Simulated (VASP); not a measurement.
# GaSb (F-43m) in VASP: further runs

The runs below take GaSb through single point, with PBE.

Program: VASP 6.6.1. These are calculated values, not measurements. Logs are shortened: lines on timing, memory, paths and dates and some standing lists are left out, and cuts for length are marked.

**Experimental background.**

From a printed reference work, data compilation, for a bulk crystal of GaSb at 4.2 K: band gap 0.811 eV (direct).

How close the calculation comes is told below.

### Step 1. The structure

The structure is cubic, space group F-43m (No. 216). Conventional cell: a = 6.118 Å, b = 6.118 Å, c = 6.118 Å, α = 90.00°, β = 90.00°, γ = 90.00°. Ga (site symmetry -43m) has 4 Sb at 2.65 Å as nearest neighbours. Sb (site symmetry -43m) has 4 Ga at 2.65 Å as nearest neighbours.

### Step 2. Single point, PBE

Input file INCAR:

```
PREC = Accurate
ENCUT = 520
EDIFF = 1E-7
ISMEAR = 0
SIGMA = 0.02
LREAL = F
LASPH = T
NELM = 80
ALGO = Normal
ISIF = 2
LWAVE = F
LCHARG = F
GGA = PE
```

Input file KPOINTS:

```
Automatic mesh
0
Gamma
  8 8 8
```

Input file POSCAR:

```
GaSb
1.0
    0.0000000000      3.0590000000      3.0590000000
    3.0590000000      0.0000000000      3.0590000000
    3.0590000000      3.0590000000      0.0000000000
Ga Sb
1 1
Direct
    0.0000000000      0.0000000000      0.0000000000
    0.2500000000      0.2500000000      0.2500000000
```

Potentials or basis: VASP PAW PBE potentials, release 64 (Ga_d, Sb).

On the command line:

```
$ cat potpaw_PBE.64/Ga_d/POTCAR potpaw_PBE.64/Sb/POTCAR > POTCAR
$ mpirun -np 1 vasp_std > vasp.out
```

OUTCAR:

```text
PREC = Accurate
   ENCUT = 520
   EDIFF = 1E-7
   ISMEAR = 0
   LREAL = F
   LASPH = T
   NELM = 80
   ISIF = 2
   GGA = PE

 ion  position               nearest neighbor table
   1  0.000  0.000  0.000-   2 2.65   2 2.65   2 2.65   2 2.65
   2  0.250  0.250  0.250-   1 2.65   1 2.65   1 2.65   1 2.65

  LATTYP: Found a face centered cubic cell.
 ALAT       =     6.1180000000

  Lattice vectors:

 A1 = (   0.0000000000,   3.0590000000,   3.0590000000)
 A2 = (   3.0590000000,   0.0000000000,   3.0590000000)
 A3 = (   3.0590000000,   3.0590000000,   0.0000000000)

Analysis of symmetry for initial positions (statically):
=====================================================================
 Subroutine PRICEL returns:
 Original cell was already a primitive cell.

 Routine SETGRP: Setting up the symmetry group for a
 face centered cubic supercell.

 Subroutine GETGRP returns: Found 24 space group operations
 (whereof 24 operations were pure point group operations)
 out of a pool of 48 trial point group operations.

The static configuration has the point symmetry T_d .

Analysis of symmetry for dynamics (positions and initial velocities):
=====================================================================
 Subroutine PRICEL returns:
 Original cell was already a primitive cell.

 Routine SETGRP: Setting up the symmetry group for a
 face centered cubic supercell.

 Subroutine GETGRP returns: Found 24 space group operations
 (whereof 24 operations were pure point group operations)
 out of a pool of 48 trial point group operations.

The dynamic configuration has the point symmetry T_d .

 Subroutine INISYM returns: Found 24 space group operations
 (whereof 24 operations are pure point group operations),
 and found     1 'primitive' translations

----------------------------------------------------------------------------------------

                                     Primitive cell

  volume of cell :      57.2491

  direct lattice vectors                    reciprocal lattice vectors
     0.000000000  3.059000000  3.059000000    -0.163452109  0.163452109  0.163452109
     3.059000000  0.000000000  3.059000000     0.163452109 -0.163452109  0.163452109
     3.059000000  3.059000000  0.000000000     0.163452109  0.163452109 -0.163452109

  length of vectors
     4.326079287  4.326079287  4.326079287     0.283107357  0.283107357  0.283107357

  position of ions in fractional coordinates (direct lattice)
     0.000000000  0.000000000  0.000000000
     0.250000000  0.250000000  0.250000000

  ion indices of the primitive-cell ions
   primitive index   ion index
                 1           1
                 2           2

----------------------------------------------------------------------------------------

 KPOINTS: Automatic mesh

Automatic generation of k-mesh.
 Grid dimensions read from file:
 generate k-points for:    8    8    8

 Generating k-lattice:

  Cartesian coordinates                     Fractional coordinates (reciprocal lattice)
    -0.020431514  0.020431514  0.020431514     0.125000000  0.000000000  0.000000000
     0.020431514 -0.020431514  0.020431514     0.000000000  0.125000000  0.000000000
     0.020431514  0.020431514 -0.020431514     0.000000000  0.000000000  0.125000000

  Length of vectors
     0.035388420  0.035388420  0.035388420

  Shift w.r.t. Gamma in fractional coordinates (k-lattice)
     0.000000000  0.000000000  0.000000000

 Subroutine IBZKPT returns following result:
 ===========================================

 Found     29 irreducible k-points:

 Following reciprocal coordinates:
            Coordinates               Weight
  0.000000  0.000000  0.000000      1.000000
  0.125000  0.000000  0.000000      8.000000
  0.250000  0.000000  0.000000      8.000000
  0.375000  0.000000  0.000000      8.000000
  0.500000  0.000000  0.000000      4.000000
  0.125000  0.125000  0.000000      6.000000
[... 16 lines left out ...]
  0.500000  0.250000  0.125000     48.000000
 -0.375000  0.250000  0.125000     24.000000
 [... further k-points ...]
   k-points           NKPTS =     29   k-points in BZ     NKDIM =     29   number of bands    NBANDS=     13
   number of dos      NEDOS =    301   number of ions     NIONS =      2
   total plane-waves  NPLWV =  32768
   dimension x,y,z NGX =    32 NGY =   32 NGZ =   32
   dimension x,y,z NGXF=    64 NGYF=   64 NGZF=   64
   ions per type =               1   1
   NGX,Y,Z   is equivalent  to a cutoff of  12.30, 12.30, 12.30 a.u.
   NGXF,Y,Z  is equivalent  to a cutoff of  24.59, 24.59, 24.59 a.u.
 SYSTEM =  unknown system
   PREC   = accura    normal or accurate (medium, high low for compatibility)
   ISTART =      0    job   : 0-new  1-cont  2-samecut
   ICHARG =      2    charge: 1-file 2-atom 10-const
   ISPIN  =      1    spin polarized calculation?
   LNONCOLLINEAR =      F non collinear calculations
   LSORBIT =      F    spin-orbit coupling
   LASPH  =      T    aspherical Exc in radial PAW
   ENCUT  =  520.0 eV  38.22 Ry    6.18 a.u.   8.04  8.04  8.04*2*pi/ulx,y,z
   NELM   =     80;   NELMIN=  2; NELMDL= -5     # of ELM steps
   EDIFF  = 0.1E-06   stopping-criterion for ELM
   LREAL  =      F    real-space projection
   EDIFFG = 0.1E-05   stopping-criterion for IOM
   NSW    =      0    number of steps for IOM
   IBRION =     -1    ionic relax: 0-MD 1-quasi-New 2-CG
   NFREE  =      0    steps in history (QN), initial steepest desc. (CG)
   ISIF   =      2    stress and relaxation
   ISYM   =      2    0-nonsym 1-usesym 2-fastsym
   POTIM  = 0.5000    time-step for ionic-motion
   TEBEG  =    0.0;   TEEND  =   0.0 temperature during run
   PSTRESS=    0.0 pullay stress
   NELECT =      18.0000    total number of electrons
   NUPDOWN=      -1.0000    fix difference up-down
   EMIN   =  10.00;   EMAX   =-10.00  energy-range for DOS
   EFERMI =   0.00;   METHOD = LEGACY
   ISMEAR =     0;   SIGMA  =   0.02  broadening in eV -4-tet -1-fermi 0-gaus
   EFERMI_NEDOS =   21; number of points for ismear=-14 and -15
   IALGO  =     38    algorithm
   IMIX   =      4    mixing-type and parameters
     AMIX     =   0.40;   BMIX     =  1.00
     AMIX_MAG =   1.60;   BMIX_MAG =  1.00
  volume/ion in A,a.u.               =      28.62       193.17
  Fermi-wavevector in a.u.,A,eV,Ry     =   1.113208  2.103657 16.860766  1.239231
  Thomas-Fermi vector in A             =   2.249790
   LORBIT       =      0    0 simple, 1 ext, 2 COOP (PROOUT), +10 PAW based schemes
   GGA     = PE    functional components
   LHFCALC =     F    Hartree Fock is set to
   AEXX    =    0.0000 exact exchange contribution
   IVDW    =     0    specifies the selected vdW correction
   LEPSILON=     F    determine dielectric tensor
   LRPA    =     F    only Hartree local field effects (RPA)
 non-spin polarized calculation
 Gauss-broadening in eV      SIGMA  =   0.02
  energy-cutoff  :      520.00
  volume of cell :       57.25
 maximum number of plane-waves:      1572
   NGX = 17   NGY = 17   NGZ = 17

 number of electron      17.9999986 magnetization

 Free energy of the ion-electron system (eV)
  ---------------------------------------------------
  ext. energy  EPLUGINS =         0.00000000
  ---------------------------------------------------
  free energy    TOTEN  =        -7.34582629 eV

  energy without entropy =       -7.34579328  energy(sigma->0) =       -7.34580979

 E-fermi :   4.8936     XC(G=0):  -9.0882

 val. band max:        4.8712895254   @ k =   0.0000   0.0000   0.0000
 cond. band min:       4.9070683620   @ k =   0.0000   0.0000   0.0000
 fundamental gap:      0.0357788366
 Fermi energy:         4.8936359364

 k-point     1 :       0.0000    0.0000    0.0000
  band No.  band energies     occupation
      1     -10.1658      2.00000
      2     -10.1658      2.00000
      3     -10.1658      2.00000
      4     -10.1162      2.00000
      5     -10.1162      2.00000
      6      -6.6051      2.00000
      7       4.8713      1.88595
      8       4.8713      1.88592
      9       4.8713      1.88592
     10       4.9071      0.34221
     11       7.6464      0.00000
     12       7.6464      0.00000
     13       7.6464      0.00000

 k-point     2 :       0.1250    0.0000    0.0000
  band No.  band energies     occupation
      1     -10.1700      2.00000
      2     -10.1640      2.00000
      3     -10.1640      2.00000
      4     -10.1164      2.00000
      5     -10.1164      2.00000
      6      -6.4452      2.00000
      7       2.8630      2.00000
      8       4.6179      2.00000
      9       4.6179      2.00000
     10       5.9022      0.00000
     11       7.9924      0.00000
     12       7.9924      0.00000
     13       8.2960      0.00000

 k-point     3 :       0.2500    0.0000    0.0000
  band No.  band energies     occupation
      1     -10.1798      2.00000
      2     -10.1600      2.00000
      3     -10.1600      2.00000
      4     -10.1166      2.00000
      5     -10.1166      2.00000
      6      -5.9897      2.00000
      7       0.8448      2.00000
      8       4.1692      2.00000
      9       4.1692      2.00000
     10       5.6778      0.00000
     11       8.5092      0.00000
     12       8.5092      0.00000
     13      10.0711      0.00000
[... 305 lines left out ...]
 k-point    23 :       0.5000    0.2500    0.1250
  band No.  band energies     occupation
      1     -10.1960      2.00000
      2     -10.1528      2.00000
      3     -10.1504      2.00000
      4     -10.1200      2.00000
      5     -10.1153      2.00000
      6      -4.9866      2.00000
      7      -0.8862      2.00000
      8       1.9382      2.00000
      9       3.1599      2.00000
     10       7.2162      0.00000
     11       8.2985      0.00000
     12       9.5164      0.00000
     13      10.6563      0.00000

 k-point    24 :      -0.3750    0.2500    0.1250
  band No.  band energies     occupation
      1     -10.1985      2.00000
      2     -10.1521      2.00000
      3     -10.1491      2.00000
      4     -10.1192      2.00000
      5     -10.1160      2.00000
      6      -4.6266      2.00000
      7      -1.4738      2.00000
      8       1.7756      2.00000
      9       2.9766      2.00000
     10       7.1731      0.00000
     11       8.3037      0.00000
     12      10.2514      0.00000
     13      11.2955      0.00000

 [... further k-points ...]

------------------------ aborting loop because EDIFF is reached ----------------------------------------

  FORCE on cell =-STRESS in cart. coord.  units (eV):
  Direction    XX          YY          ZZ          XY          YZ          ZX
  --------------------------------------------------------------------------------------
  -------------------------------------------------------------------------------------
  Total        0.8509267      0.8509267      0.8509267     -0.0000000     -0.0000000     -0.0000000
  in kB       23.8141063     23.8141063     23.8141063     -0.0000000     -0.0000000     -0.0000000
  external PRESSURE =      23.8141063 kB  Pullay stress =       0.0000000 kB

 VOLUME and BASIS-vectors are now :
 -----------------------------------------------------------------------------
  energy-cutoff  :      520.00
  volume of cell :       57.25
      direct lattice vectors                 reciprocal lattice vectors
     0.000000000  3.059000000  3.059000000    -0.163452109  0.163452109  0.163452109
     3.059000000  0.000000000  3.059000000     0.163452109 -0.163452109  0.163452109
     3.059000000  3.059000000  0.000000000     0.163452109  0.163452109 -0.163452109

 POSITION                                       TOTAL-FORCE (eV/Angst)
 -----------------------------------------------------------------------------------
      0.00000      0.00000      0.00000         0.000000      0.000000     -0.000000
      1.52950      1.52950      1.52950        -0.000000     -0.000000      0.000000
 -----------------------------------------------------------------------------------
    total drift:                                0.000002      0.000002      0.000002

  FREE ENERGIE OF THE ION-ELECTRON SYSTEM (eV)
  ---------------------------------------------------
  free  energy   TOTEN  =        -7.3458262939 eV

  energy  without entropy=       -7.3457932849  energy(sigma->0) =       -7.34580979
```

Run time: 19 s. Hardware: 1 thread of Intel Xeon Platinum 8488C (Sapphire Rapids), shared host; peak memory 0.18 GiB.

Results:

```yaml
Free_energy: -7.3458 eV
Pressure: 2.4 GPa
Band_gap_on_the_k_mesh: 0.04 eV, direct
```

Caveat: spin-orbit coupling is left out, which moves the levels of the heavy elements.

### Step 3. Single point, PBE

INCAR is that of step 2.

Input file KPOINTS:

```
Automatic mesh
0
Gamma
  10 10 10
```

POSCAR is that of step 2.

Potentials or basis: VASP PAW PBE potentials, release 64 (Ga_d, Sb).

On the command line:

```
$ cat potpaw_PBE.64/Ga_d/POTCAR potpaw_PBE.64/Sb/POTCAR > POTCAR
$ mpirun -np 1 vasp_std > vasp.out
```

OUTCAR:

```text
PREC = Accurate
   ENCUT = 520
   EDIFF = 1E-7
   ISMEAR = 0
   LREAL = F
   LASPH = T
   NELM = 80
   ISIF = 2
   GGA = PE

 ion  position               nearest neighbor table
   1  0.000  0.000  0.000-   2 2.65   2 2.65   2 2.65   2 2.65
   2  0.250  0.250  0.250-   1 2.65   1 2.65   1 2.65   1 2.65

  LATTYP: Found a face centered cubic cell.
 ALAT       =     6.1180000000

  Lattice vectors:

 A1 = (   0.0000000000,   3.0590000000,   3.0590000000)
[... 571 lines left out ...]
------------------------ aborting loop because EDIFF is reached ----------------------------------------

  FORCE on cell =-STRESS in cart. coord.  units (eV):
  Direction    XX          YY          ZZ          XY          YZ          ZX
  --------------------------------------------------------------------------------------
  -------------------------------------------------------------------------------------
  Total        0.8552150      0.8552150      0.8552150      0.0000000      0.0000000     -0.0000000
  in kB       23.9341205     23.9341205     23.9341205      0.0000000      0.0000000     -0.0000000
  external PRESSURE =      23.9341205 kB  Pullay stress =       0.0000000 kB

 VOLUME and BASIS-vectors are now :
 -----------------------------------------------------------------------------
  energy-cutoff  :      520.00
  volume of cell :       57.25
      direct lattice vectors                 reciprocal lattice vectors
     0.000000000  3.059000000  3.059000000    -0.163452109  0.163452109  0.163452109
     3.059000000  0.000000000  3.059000000     0.163452109 -0.163452109  0.163452109
     3.059000000  3.059000000  0.000000000     0.163452109  0.163452109 -0.163452109

 POSITION                                       TOTAL-FORCE (eV/Angst)
 -----------------------------------------------------------------------------------
      0.00000      0.00000      0.00000         0.000000      0.000000      0.000000
      1.52950      1.52950      1.52950        -0.000000     -0.000000     -0.000000
 -----------------------------------------------------------------------------------
    total drift:                                0.000002      0.000002      0.000002

  FREE ENERGIE OF THE ION-ELECTRON SYSTEM (eV)
  ---------------------------------------------------
  free  energy   TOTEN  =        -7.3512013178 eV

  energy  without entropy=       -7.3511848147  energy(sigma->0) =       -7.35119307
```

Run time: 28 s. Hardware: 1 thread of Intel Xeon Platinum 8488C (Sapphire Rapids), shared host; peak memory 0.2 GiB.

What came out:

```
Free energy            : -7.3512 eV
Pressure               : 2.4 GPa
Band gap on the k mesh : 0.04 eV, direct
```

Caveat: spin-orbit coupling is left out, which moves the levels of the heavy elements.

(Continued in part 2 of 2.)
